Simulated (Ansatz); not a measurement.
# BP (F-43m) in Ansatz: a series of runs

One crystal, BP, is run at these levels: PBE, HSE06, PBE0; tasks: single point.

Program: Ansatz 0.2.0. These are calculated values, not measurements. Logs are shortened: lines on timing, memory, paths and dates and some standing lists are left out, and cuts for length are marked.

## 1. The structure

Symmetry: F-43m, No. 216, cubic system. Conventional cell: a = 4.538 Å, b = 4.538 Å, c = 4.538 Å, α = 90.00°, β = 90.00°, γ = 90.00°. Around P (site symmetry -43m) lie 4 B at 1.97 Å. B (site symmetry -43m) is surrounded by 4 P at 1.97 Å.

## 2. Single point, PBE

The input, input.yaml:

```yaml
crystal:
  lattice:
    - [0.0, 2.269, 2.269]
    - [2.269, 0.0, 2.269]
    - [2.269, 2.269, 0.0]
  atoms:
    - { symbol: P, position: [0.75, 0.75, 0.75] }
    - { symbol: B, position: [0.0, 0.0, 0.0] }
kpoints:
  mp_grid: { grid: [8, 8, 8] }
scf:
  occupations: { method: fermi_dirac, width: 0.05 }
hamiltonian:
  xc: pbe
  pseudopotentials: { kind: all_electron, datasets: crystal }
output:
  forces: true
  stress: true
  eigenvalues: true
  elf: true
  volumetric_format: npy
```

Potentials or basis: all-electron PAW datasets made for the crystal.

Run with:

```bash
> ansatz run input.yaml --threads 1 --pin off --max-ram 3072MiB --backend cpu --events-out ev --progress --plain --runs-dir out
```

The program printed:

```text
Warning: RAYON_NUM_THREADS=1 ignored (pool sized by the plan → 1); use --threads N
hamiltonian.pseudopotentials.datasets: crystal makes datasets for this crystal and solves the spheres of its atoms anew in each pass: cutoff 280.0 eV, the density's 1400.0 eV; for an error of 0.50 meV an atom under PBE, 1.0 meV for the cell; an energy difference from a run of another recipe may be off by several times the error for the cell, under r2SCAN by more, where some 0.1 meV an atom stays at smaller errors; B in spheres of 0.942 Å, 3 of its electrons in bands; P in spheres of 1.016 Å, 5 of its electrons in bands, 8 on its site; only band paths and densities of states list, in semicore columns, the levels of the semicore shells that are solved separately: 2s of P, 2p of P
Engine: ansatz 0.2.0, x86_64-unknown-linux-gnu
Pseudopotentials: kind: all_electron
Pseudopotential: P, paw, valence charge 13, recommended cutoff 280 eV (normal), crystal/all_electron/pbe/scalar/gaussian/P, Koelling and Harmon's equation, gaussian nucleus
Pseudopotential: B, paw, valence charge 3, recommended cutoff 280 eV (normal), crystal/all_electron/pbe/scalar/gaussian/B, Koelling and Harmon's equation, gaussian nucleus
Functional definition: PBE
  parameter kappa = 0.804
  parameter beta = 0.06672455060314922
  exchange = pbe_x(kappa = kappa, mu = beta*pi^2/3)
  correlation = pbe_c(beta = beta)
Crystal: 2 atoms, lattice volume = 23.363 Å³
Basis set: ecut = 280 eV, 259 PW (Γ), exchange–correlation on 40×40×40 points (8 copies of the dense FFT grid, shifted against one another)
Bands: 8, of which v1, the nominal top of the filled ones, is band 4 counted from 1 (3 counted from 0)
Symmetry: 24 space group operations
Space group: F-43m (ITA 216), of the structure as read, at distance tolerance 2.9e-5 Å
k-points: 29 of 512 (time reversal used)
Non-local potential: P, projectors of the file, l = 0: 1, l = 1: 1
Non-local potential: B, projectors of the file, l = 0: 1, l = 1: 1
PAW form: soft (Blöchl's): semilocal exchange-correlation on the pseudo side does not see the compensation charge
PAW one-centre angular grid: P, 110 points (default); XC on its mesh's 1891 points in the sphere
PAW one-centre angular grid: B, 110 points (default); XC on its mesh's 1957 points in the sphere
Initial density: superposition of atomic densities (neutral atoms: chi_scale 0, normalization atom)
Initial wavefunctions: pseudopotential atomic-orbital guess
Functional: x = pbe(κ = 0.804, μ = 0.2195149727645171), c = pbe(β = 0.06672455060314922)
iter 1 solved again at ethr=2.43e-2 eV; its pass at ethr=1.00e-1 eV (dr2=1.95e0 eV) is discarded
SCF iter   1: F=—  HF=-9986.514407 eV  |F-HF|=—  |Δ(HF+E_count)|=         —  Δρ=9.29e-2  dr2=2.18e0  ethr=2.43e-2  ⟨swp⟩=2.1  Hψ=1369  notcnv=0
preconditioner: auto → none  [insulator: Δε(μ)=1.887 eV  Ē_g=12.981 eV  σ=0.050 eV  W_gap=1.00  n_scr=0 (ndim 8)  ℏωp=21.7 eV  f_vac=0.000  D(μ)=0.00/eV (n_scr^D=0)  ε∞_Penn≈3.8]
iter 2 solved again at ethr=1.79e-3 eV; its pass at ethr=2.43e-2 eV (dr2=1.43e-1 eV) is discarded
SCF iter   2: F=—  HF=-9986.010289 eV  |F-HF|=—  |Δ(HF+E_count)|=   5.04e-1  Δρ=3.04e-2  dr2=1.51e-1  ethr=1.79e-3  ⟨swp⟩=2.8  Hψ=1046  notcnv=0  defer=4
SCF iter   3: F=—  HF=-9986.015126 eV  |F-HF|=—  |Δ(HF+E_count)|=   4.84e-3  Δρ=1.08e-2  dr2=2.07e-2  ethr=1.79e-3  ⟨swp⟩=2.5  Hψ=478  notcnv=0  defer=2
SCF iter   4: F=—  HF=-9986.018554 eV  |F-HF|=—  |Δ(HF+E_count)|=   3.43e-3  Δρ=1.83e-3  dr2=3.97e-4  ethr=2.58e-4  ⟨swp⟩=2.5  Hψ=624  notcnv=0  defer=4
SCF iter   5: F=—  HF=-9986.020382 eV  |F-HF|=—  |Δ(HF+E_count)|=   1.83e-3  Δρ=3.58e-4  dr2=1.63e-5  ethr=4.96e-6  ⟨swp⟩=3.1  Hψ=598  notcnv=0
SCF iter   6: F=—  HF=-9986.020408 eV  |F-HF|=—  |Δ(HF+E_count)|=   2.58e-5  Δρ=1.01e-4  dr2=4.26e-7  ethr=2.03e-7  ⟨swp⟩=2.2  Hψ=356  notcnv=0
iter 7 closing phase opened: the close's accurate solve read dr2=6.41e-8 eV against 6.25e-8 eV; the close is withheld, and while its budget lasts the loop goes on, solving accurately
SCF iter   7: F=-9986.020412 eV  HF=-9986.020412 eV  |F-HF|=3.03e-8  |Δ(HF+E_count)|=   4.51e-6  Δρ=1.78e-5  dr2=6.05e-8  ethr=5.32e-9  ⟨swp⟩=3.0  Hψ=960  notcnv=0
SCF iter   8: F=—  HF=-9986.020412 eV  |F-HF|=—  |Δ(HF+E_count)|=  9.00e-10  Δρ=1.82e-5  dr2=6.44e-8  ethr=1.00e-12  ⟨swp⟩=2.0  Hψ=321  notcnv=0
SCF iter   9: F=-9986.020412 eV  HF=-9986.020412 eV  |F-HF|=7.26e-10  |Δ(HF+E_count)|=   6.42e-9  Δρ=3.44e-6  dr2=9.43e-10  ethr=1.00e-12  ⟨swp⟩=4.0  Hψ=580  notcnv=0
SCF 1 converged in 9 iterations: F = -9986.020395 eV  dr2 = 9.43e-10
  Residual-converged pass: the last iteration was solved by the pass's rule, and is the pass (adopted: true)  max |occ|·‖R‖ = 3.4e-6 eV (tolerance 5.3e-6 eV)  dr2=9.43e-10  dr2_onsite=5.13e-10
SCF converged after 9 iterations
Free energy (F): -9986.020395 eV
Harris-Foulkes:  -9986.020395 eV  (|F-HF|=7.26e-10)
Internal energy: -9986.020395 eV  (E = F + TS)
E sigma→0 (E₀):  -9986.020395 eV
Entropy (-TS):   -0.000000 eV (-0.000 meV/atom)
Past the cutoff: the bands carry plane waves up to 1.75 times it, of which those up to 1.5 times it add -0.000478 eV an atom, each by itself; the spheres take 0.000207 eV an atom off the energy for waves past 1.75 times it
By the cutoff:   a pressure is off by up to 0.008 GPa (1.2 times the spheres' own share and the shells' term, over an atom's volume, and 0.004 GPa: a bound that held against runs at twice the plane waves)
Past the cutoffs: a stress includes 0.0019 GPa for waves and charges beyond them, in addition to the slope of what the spheres take
In the spheres:  the bands' charges fall short by 5.1e-6 e at most (sound up to 1e-3), those of shells solved beside the bands by 1.1e-8 e (sound up to 5e-4)
Fermi energy:    10.817936 eV
--- Per-component energies (eV) ---
  E_band       = 29.680422
  E_kinetic    = 115.964428
  E_local      = -1522.125641  (includes V_loc(G=0)·N_el)
  E_nonlocal   = 17.125180
  E_hartree    = 663.159261
  E_xc         = -82.445347
  E_vxc        = -106.616975  (∫ρ·V_xc dr)
  E_paw        = -12220.363112  (= ΣΔE_a)
  E_vpaw       = -4237.694499  (= ΣTr[D̂ρ^β])
  E_ewald      = -1394.043791
  E_smearing   = -0.000000  (= −TS)
  E_closure    = 4436.708627  (closes the sum)
  Σ components = -9986.020395   (vs F -9986.020395, Δ=0.00e0)
  The terms above E_closure are by the made datasets' own strengths, without shells solved beside the bands.
--- Forces (eV/Å), atoms counted from 1 ---
  atom   1  P      0.00000000    -0.00000000     0.00000000
  atom   2  B     -0.00000000     0.00000000     0.00000000
  max |Σ_I F_I| component: 1.48e-16 eV/Å
--- Stress (GPa, compression-positive) ---
        1.099213      -0.000000      -0.000000
       -0.000000       1.099213       0.000000
       -0.000000       0.000000       1.099213
  P = ⅓ Tr σ = 1.0992 GPa (10.992 kbar)
  It holds what live shells' own plane waves past their cutoff add
--- Band table (eV; the first three rows and the last of 29) ---
  k-point 0: bands = ["-5.2566", "10.2005", "10.2005", "10.2005", "13.6071", "13.6071"]
  k-point 1: bands = ["-4.9756", "8.3489", "9.7735", "9.7735", "14.1370", "14.1970"]
  k-point 2: bands = ["-4.1512", "5.3584", "9.0853", "9.0853", "14.2020", "14.9641"]
  k-point 28: bands = ["-0.1295", "2.1468", "4.5309", "4.7349", "15.5293", "16.9612"]
```

Wall time 4.3 s (1 thread of Intel Xeon at 2.70GHz, shared host); peak memory 0.37 GiB.

What came out:

```yaml
Free_energy: -9986.0204 eV
Pressure: 1.1 GPa
Band_gap_on_the_k_mesh: 1.28 eV, indirect (least direct gap 3.41 eV)
```

Levels at points of the mesh, in eV from the valence-band top:
```csv
k point,band 2,band 3,band 4,band 5,band 6
"(0.00, 0.00, 0.00)",0.00,0.00,0.00,3.41,3.41
"(0.00, 0.00, -0.50)",-9.03,-1.76,-1.76,3.78,4.71
"(0.00, -0.50, -0.50)",-8.58,-4.11,-4.11,1.34,1.66
```

## 3. Single point, HSE06

input.yaml, as its differences from that of step 2:

```diff
@@ -13,3 +13,3 @@
 hamiltonian:
-  xc: pbe
+  xc: hse06
   pseudopotentials: { kind: all_electron, datasets: crystal }
@@ -18,4 +18 @@
   stress: true
-  eigenvalues: true
-  elf: true
-  volumetric_format: npy
```

Potentials or basis: all-electron PAW datasets made for the crystal.

Run with:

```bash
> ansatz run input.yaml --threads 1 --pin off --max-ram 3072MiB --backend cpu --events-out ev --progress --plain --runs-dir out
```

It took 1.9 min on 1 thread of Intel Xeon at 2.70GHz, shared host; peak memory 0.7 GiB.

It converged, with:

- Free energy: -9986.6868 eV
- Pressure: -1.7 GPa
- Band gap on the k mesh: 2.00 eV, indirect (least direct gap 4.34 eV)

Levels at points of the mesh, in eV from the valence-band top:
```csv
k point,band 2,band 3,band 4,band 5
"(0.00, 0.00, 0.00)",0.00,0.00,0.00,4.34
"(0.00, 0.00, -0.50)",-10.00,-1.93,-1.93,4.73
"(0.00, -0.50, -0.50)",-9.57,-4.52,-4.52,2.07
```

A k mesh can miss the band edges.

## 4. Single point, PBE0

input.yaml, as its differences from that of step 3:

```diff
@@ -13,3 +13,3 @@
 hamiltonian:
-  xc: hse06
+  xc: pbe0
   pseudopotentials: { kind: all_electron, datasets: crystal }
```

Run with:

```bash
> ansatz run input.yaml --threads 1 --pin off --max-ram 3072MiB --backend cpu --events-out ev --progress --plain --runs-dir out
```

Wall time 2 min (1 thread of Intel Xeon at 2.70GHz, shared host); peak memory 0.7 GiB.

Results (log left out):

* Free energy: -9986.9201 eV
* Pressure: -1.8 GPa
* Band gap on the k mesh: 2.69 eV, indirect (least direct gap 5.02 eV)

Levels at points of the mesh, in eV from the valence-band top:
```csv
k point,band 1,band 2,band 3,band 4,band 5
"(0.00, 0.00, 0.00)",-17.19,0.00,0.00,0.00,5.02
"(0.00, 0.00, -0.50)",-13.52,-10.09,-1.96,-1.96,5.43
"(0.00, -0.50, -0.50)",-11.79,-9.67,-4.57,-4.57,2.76
```

A k mesh can miss the band edges.

## 5. The runs side by side

```csv
level,cutoff (eV),gap on the mesh (eV),pressure (GPa)
PBE,280,1.28,1.1
HSE06,310,2.00,-1.7
PBE0,310,2.69,-1.8
```

Alike in all rows: task single point; potentials or basis all-electron PAW datasets made for the crystal; no spin polarisation; cell as given; k mesh 8 × 8 × 8; smearing fermi-dirac 0.05 eV.

On the cell as given the gap runs from 1.28 eV (PBE) to 2.69 eV (PBE0). The pressure there spans -1.8 GPa (PBE0) to 1.1 GPa (PBE); a positive pressure means that this level wants a larger cell, a negative one a smaller.

Compare energies only between runs with the same functional and basis.
